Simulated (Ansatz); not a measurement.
The system is CuO.

```xyz
6
Lattice="4.1609 0.0000 0.0000 0.0000 4.1609 0.0000 0.0000 0.0000 3.8876" Properties=species:S:1:pos:R:3 pbc="T T T"
Cu    2.0805    0.0000    1.9438
Cu    0.0000    2.0805    1.9438
Cu    0.0000    0.0000    0.0000
O     0.0000    0.0000    1.9438
O     2.0805    0.0000    0.0000
O     0.0000    2.0805    0.0000
```

Measurements of this composition are mostly on another form, of space group No. 15.

| Quantity | Value |
| --- | --- |
| Program | Ansatz 0.2.0 |
| Task | relaxation of cell and atoms |
| Functional | r2SCAN |
| Dispersion | rVV10 |
| Potentials or basis | Ansatz PAW |
| Cutoff | 500 eV (not typed: the program's choice for these potentials) |
| k mesh | 7 × 7 × 7 |
| Occupations | fermi-dirac, width 0.05 eV |
| Spin | no spin polarisation |

At the start: volume 11.22 Å³/atom.

How do energy, volume and symmetry change on relaxing?

It ends after 6 steps and the volume is 10.73 Å³/atom (-4.3 %); space group P4/mmm (No. 123, to 0.05 Å).

The path:
| step | energy change (eV) | largest force (eV/Å) | volume (Å³) |
| --- | --- | --- | --- |
| 1 | 0.0000 | 0.0000 | 67.31 |
| 2 | -0.0419 | 0.0000 | 65.94 |
| 3 | -0.0588 | 0.0000 | 64.35 |
| 4 | -0.0589 | 0.0000 | 64.44 |
| 5 | -0.0590 | 0.0000 | 64.40 |
| 6 | -0.0564 | 0.0000 | 64.40 |

Final structure:
```
Cu O
1.0
     4.08908    0.00000    0.00000
     0.00000    4.08908    0.00000
     0.00000    0.00000    3.85139
Cu O
3 3
Direct
  0.50000 0.00000 0.50000
  0.00000 0.50000 0.50000
  0.00000 0.00000 0.00000
  0.00000 0.00000 0.50000
  0.50000 0.00000 0.00000
  0.00000 0.50000 0.00000
```

Caveat: the plane-wave basis is chosen anew once the cell has moved, so the energies of steps on either side of that aren't comparable; an odd number of electrons without spin polarisation forces a metal; a magnetic or distorted state may lie lower; the run has no spin polarisation, though such a crystal can be magnetic; the PAW data sets come from PBE, with cores solved anew for the run's functional, which leaves a small shift of forces and pressure.
